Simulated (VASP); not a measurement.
# SrCl2 (Fm-3m) in VASP: notebook

Runs on SrCl2. Level: PBE. Tasks: single point.

Program: VASP 6.6.1. These are calculated values, not measurements. Logs are shortened: lines on timing, memory, paths and dates and some standing lists are left out, and cuts for length are marked.

## 1. Starting point

It takes space group Fm-3m (No. 225, cubic). The conventional cell has a = 6.977 Å, b = 6.977 Å, c = 6.977 Å, α = 90.00°, β = 90.00°, γ = 90.00°. Sr (site symmetry m-3m) has 8 Cl at 3.02 Å as nearest neighbours. Around Cl (site symmetry -43m) lie 4 Sr at 3.02 Å.

## 2. Single point, PBE

INCAR

```
SYSTEM = SrCl2
ADDGRID = .False. ; ALGO = Normal
EDIFF = 1E-6 ; ENCUT = 550
GGA = PE ; ISIF = 2
ISMEAR = 0 ; LASPH = .True.
LCHARG = .False. ; LREAL = .False.
LWAVE = .False. ; NBANDS = 19
NELM = 100 ; PREC = Accurate
SIGMA = 0.05
```

KPOINTS

```
k-points
0
Gamma
  2 2 2
  0 0 0
```

POSCAR

```
SrCl2
1.0
    0.0000000000      3.4883500000      3.4883500000
    3.4883500000      0.0000000000      3.4883500000
    3.4883500000      3.4883500000      0.0000000000
Sr Cl
1 2
Direct
    0.0000000000      0.0000000000      0.0000000000
    0.7500000000      0.7500000000      0.7500000000
    0.2500000000      0.2500000000      0.2500000000
```

Potentials or basis: VASP PAW PBE potentials, release 64 (Sr_sv, Cl).

The run is started by

```sh
cat potpaw_PBE.64/Sr_sv/POTCAR potpaw_PBE.64/Cl/POTCAR > POTCAR
mpirun -np 1 vasp_std > vasp.out
```

OUTCAR:

```text
SYSTEM = SrCl2
   EDIFF = 1E-6
   ENCUT = 550
   GGA = PE
   ISIF = 2
   ISMEAR = 0
   LASPH = .True.
   LREAL = .False.
   NELM = 100
   PREC = Accurate

 Found      3 irreducible k-points:

 Following reciprocal coordinates:
            Coordinates               Weight
  0.000000  0.000000  0.000000      1.000000
  0.500000  0.000000  0.000000      4.000000
  0.500000  0.500000  0.000000      3.000000
   k-points           NKPTS =      3   k-points in BZ     NKDIM =      3   number of bands    NBANDS=     19
   number of dos      NEDOS =    301   number of ions     NIONS =      3
   total plane-waves  NPLWV =  64000
   dimension x,y,z NGX =    40 NGY =   40 NGZ =   40
   dimension x,y,z NGXF=    80 NGYF=   80 NGZF=   80
   ions per type =               1   2
   NGX,Y,Z   is equivalent  to a cutoff of  13.48, 13.48, 13.48 a.u.
   NGXF,Y,Z  is equivalent  to a cutoff of  26.96, 26.96, 26.96 a.u.
 SYSTEM =  SrCl2
   PREC   = accura    normal or accurate (medium, high low for compatibility)
   ISTART =      0    job   : 0-new  1-cont  2-samecut
   ICHARG =      2    charge: 1-file 2-atom 10-const
   ISPIN  =      1    spin polarized calculation?
   LNONCOLLINEAR =      F non collinear calculations
   LSORBIT =      F    spin-orbit coupling
   LASPH  =      T    aspherical Exc in radial PAW
   ENCUT  =  550.0 eV  40.42 Ry    6.36 a.u.   9.43  9.43  9.43*2*pi/ulx,y,z
   NELM   =    100;   NELMIN=  2; NELMDL= -5     # of ELM steps
   EDIFF  = 0.1E-05   stopping-criterion for ELM
   LREAL  =      F    real-space projection
   EDIFFG = 0.1E-04   stopping-criterion for IOM
   NSW    =      0    number of steps for IOM
   IBRION =     -1    ionic relax: 0-MD 1-quasi-New 2-CG
   NFREE  =      0    steps in history (QN), initial steepest desc. (CG)
   ISIF   =      2    stress and relaxation
   ISYM   =      2    0-nonsym 1-usesym 2-fastsym
   POTIM  = 0.5000    time-step for ionic-motion
   TEBEG  =    0.0;   TEEND  =   0.0 temperature during run
   PSTRESS=    0.0 pullay stress
   NELECT =      24.0000    total number of electrons
   NUPDOWN=      -1.0000    fix difference up-down
   EMIN   =  10.00;   EMAX   =-10.00  energy-range for DOS
   EFERMI =   0.00;   METHOD = LEGACY
   ISMEAR =     0;   SIGMA  =   0.05  broadening in eV -4-tet -1-fermi 0-gaus
   EFERMI_NEDOS =   21; number of points for ismear=-14 and -15
   IALGO  =     38    algorithm
   IMIX   =      4    mixing-type and parameters
     AMIX     =   0.40;   BMIX     =  1.00
     AMIX_MAG =   1.60;   BMIX_MAG =  1.00
  volume/ion in A,a.u.               =      28.30       190.97
  Fermi-wavevector in a.u.,A,eV,Ry     =   1.074439  2.030396 15.706833  1.154420
  Thomas-Fermi vector in A             =   2.210267
   LORBIT       =      0    0 simple, 1 ext, 2 COOP (PROOUT), +10 PAW based schemes
   GGA     = PE    functional components
   LHFCALC =     F    Hartree Fock is set to
   AEXX    =    0.0000 exact exchange contribution
   IVDW    =     0    specifies the selected vdW correction
   LEPSILON=     F    determine dielectric tensor
   LRPA    =     F    only Hartree local field effects (RPA)
 non-spin polarized calculation
 Gauss-broadening in eV      SIGMA  =   0.05
  energy-cutoff  :      550.00
  volume of cell :       84.90
 maximum number of plane-waves:      2488
 NGX is ok and might be reduce to    40
   NGX = 19   NGY = 19   NGZ = 19

 number of electron      24.0000003 magnetization

 Free energy of the ion-electron system (eV)
  ---------------------------------------------------
  ext. energy  EPLUGINS =         0.00000000
  ---------------------------------------------------
  free energy    TOTEN  =       -12.74222401 eV

  energy without entropy =      -12.74222401  energy(sigma->0) =      -12.74222401

 E-fermi :   0.4688     XC(G=0):  -8.2786

 val. band max:        0.1691465715   @ k =   0.5000   0.5000   0.0000
 cond. band min:       5.4972292336   @ k =   0.0000   0.0000   0.0000
 fundamental gap:      5.3280826620
 Fermi energy:         0.4687795692

 k-point     1 :       0.0000    0.0000    0.0000
  band No.  band energies     occupation
      1     -32.7470      2.00000
      2     -14.7380      2.00000
      3     -14.7380      2.00000
      4     -14.7380      2.00000
      5     -13.1348      2.00000
      6     -12.2833      2.00000
      7      -1.9604      2.00000
      8      -1.9604      2.00000
      9      -1.9604      2.00000
     10      -0.1688      2.00000
     11      -0.1688      2.00000
     12      -0.1688      2.00000
     13       5.4972      0.00000
     14       6.2488      0.00000
     15       6.2488      0.00000
     16       9.1930      0.00000
     17       9.1930      0.00000
     18       9.1930      0.00000
     19       9.4634      0.00000

 k-point     2 :       0.5000    0.0000    0.0000
  band No.  band energies     occupation
      1     -32.7438      2.00000
      2     -15.0180      2.00000
      3     -14.7517      2.00000
      4     -14.7517      2.00000
      5     -12.7357      2.00000
      6     -12.3604      2.00000
      7      -1.3991      2.00000
      8      -1.3991      2.00000
      9      -1.3308      2.00000
     10      -1.1514      2.00000
     11      -0.8808      2.00000
     12      -0.8808      2.00000
     13       6.8623      0.00000
     14       6.8623      0.00000
     15       7.6567      0.00000
     16       8.0305      0.00000
     17       8.7708      0.00000
     18       8.7708      0.00000
     19       8.9393      0.00000

 k-point     3 :       0.5000    0.5000    0.0000
  band No.  band energies     occupation
      1     -32.7428      2.00000
      2     -15.0788      2.00000
      3     -14.7707      2.00000
      4     -14.7707      2.00000
      5     -12.5870      2.00000
      6     -12.3806      2.00000
      7      -2.5896      2.00000
      8      -1.7113      2.00000
      9      -1.7113      2.00000
     10      -0.2357      2.00000
     11      -0.2357      2.00000
     12       0.1691      2.00000
     13       5.6597      0.00000
     14       7.1899      0.00000
     15       7.7487      0.00000
     16       8.1551      0.00000
     17       8.1551      0.00000
     18       8.8279      0.00000
     19      10.0867      0.00000

------------------------ aborting loop because EDIFF is reached ----------------------------------------

  FORCE on cell =-STRESS in cart. coord.  units (eV):
  Direction    XX          YY          ZZ          XY          YZ          ZX
  --------------------------------------------------------------------------------------
  -------------------------------------------------------------------------------------
  Total        0.7079617      0.7079617      0.7079617      0.0000000     -0.0000000      0.0000000
  in kB       13.3607301     13.3607301     13.3607301      0.0000000     -0.0000000      0.0000000
  external PRESSURE =      13.3607301 kB  Pullay stress =       0.0000000 kB

 VOLUME and BASIS-vectors are now :
 -----------------------------------------------------------------------------
  energy-cutoff  :      550.00
  volume of cell :       84.90
      direct lattice vectors                 reciprocal lattice vectors
     0.000000000  3.488350000  3.488350000    -0.143334241  0.143334241  0.143334241
     3.488350000  0.000000000  3.488350000     0.143334241 -0.143334241  0.143334241
     3.488350000  3.488350000  0.000000000     0.143334241  0.143334241 -0.143334241

 POSITION                                       TOTAL-FORCE (eV/Angst)
 -----------------------------------------------------------------------------------
      0.00000      0.00000      0.00000        -0.000000      0.000000     -0.000000
      5.23252      5.23252      5.23252         0.000000      0.000000      0.000000
      1.74418      1.74418      1.74418        -0.000000     -0.000000     -0.000000
 -----------------------------------------------------------------------------------
    total drift:                               -0.000000     -0.000000      0.000000

  FREE ENERGIE OF THE ION-ELECTRON SYSTEM (eV)
  ---------------------------------------------------
  free  energy   TOTEN  =       -12.7422240119 eV

  energy  without entropy=      -12.7422240119  energy(sigma->0) =      -12.74222401
```

Run time: 8.6 s. Hardware: 1 thread of Intel Xeon Platinum 8488C (Sapphire Rapids), shared host; peak memory 0.22 GiB.

The run converged, but some of its settings lie outside the range that counts as converged, so its numbers aren't taken as properties of the crystal.

Results:

```
Free energy            : -12.7422 eV
Pressure               : 1.3 GPa
Band gap on the k mesh : 5.33 eV, indirect (least direct gap 5.49 eV)
```

Caveat: the k mesh is coarse (spacing up to 0.78 Å⁻¹), so the values aren't converged.

## 3. Single point, PBE

INCAR is that of step 2.

KPOINTS is that of step 2.

POSCAR

```
SrCl2
1.0
    0.0000000000      3.4883500000      3.4883500000
    3.4883500000      0.0000000000      3.4883500000
    3.4883500000      3.4883500000      0.0000000000
Sr Cl
1 2
Direct
    0.0068970000     -0.0112840000      0.0399150000
    0.7604860000      0.7424010000      0.7508940000
    0.2477780000      0.2469560000      0.2707310000
```

Potentials or basis: VASP PAW PBE potentials, release 64 (Sr_sv, Cl).

The run is started by

```sh
cat potpaw_PBE.64/Sr_sv/POTCAR potpaw_PBE.64/Cl/POTCAR > POTCAR
mpirun -np 1 vasp_std > vasp.out
```

Run time: 15 s. Hardware: 1 thread of Intel Xeon Platinum 8488C (Sapphire Rapids), shared host; peak memory 0.23 GiB.

The run converged, but some of its settings lie outside the range that counts as converged, so its numbers aren't taken as properties of the crystal.

What came out:

* Free energy: -12.7059 eV
* Pressure: 1.6 GPa
* Largest force: 0.413 eV/Å
* Band gap on the k mesh: 5.30 eV, indirect (least direct gap 5.49 eV)

Caveat: the k mesh is coarse (spacing up to 0.78 Å⁻¹), so the values aren't converged.

## 4. Single point, PBE

INCAR: that of step 3 with these lines changed.

```diff
@@ -2,3 +2,3 @@
 ADDGRID = .False. ; ALGO = Normal
-EDIFF = 1E-6 ; ENCUT = 550
+EDIFF = 1E-6 ; ENCUT = 700
 GGA = PE ; ISIF = 2
```

KPOINTS is that of step 3.

POSCAR

```
SrCl2
1.0
    0.0000000000      3.4883500000      3.4883500000
    3.4883500000      0.0000000000      3.4883500000
    3.4883500000      3.4883500000      0.0000000000
Sr Cl
1 2
Direct
    0.0000000000      0.0000000000      0.0000000000
    0.7500000000      0.7500000000      0.7500000000
    0.2500000000      0.2500000000      0.2500000000
```

The run is started by

```sh
cat potpaw_PBE.64/Sr_sv/POTCAR potpaw_PBE.64/Cl/POTCAR > POTCAR
mpirun -np 1 vasp_std > vasp.out
```

Run time: 14 s. Hardware: 1 thread of Intel Xeon Platinum 8488C (Sapphire Rapids), shared host; peak memory 0.31 GiB.

The run converged, but some of its settings lie outside the range that counts as converged, so its numbers aren't taken as properties of the crystal.

What came out:

| Property | Result |
| --- | --- |
| Free energy | -12.7424 eV |
| Pressure | 1.4 GPa |
| Band gap on the k mesh | 5.33 eV, indirect (least direct gap 5.49 eV) |

Caveat: the k mesh is coarse (spacing up to 0.78 Å⁻¹), so the values aren't converged.
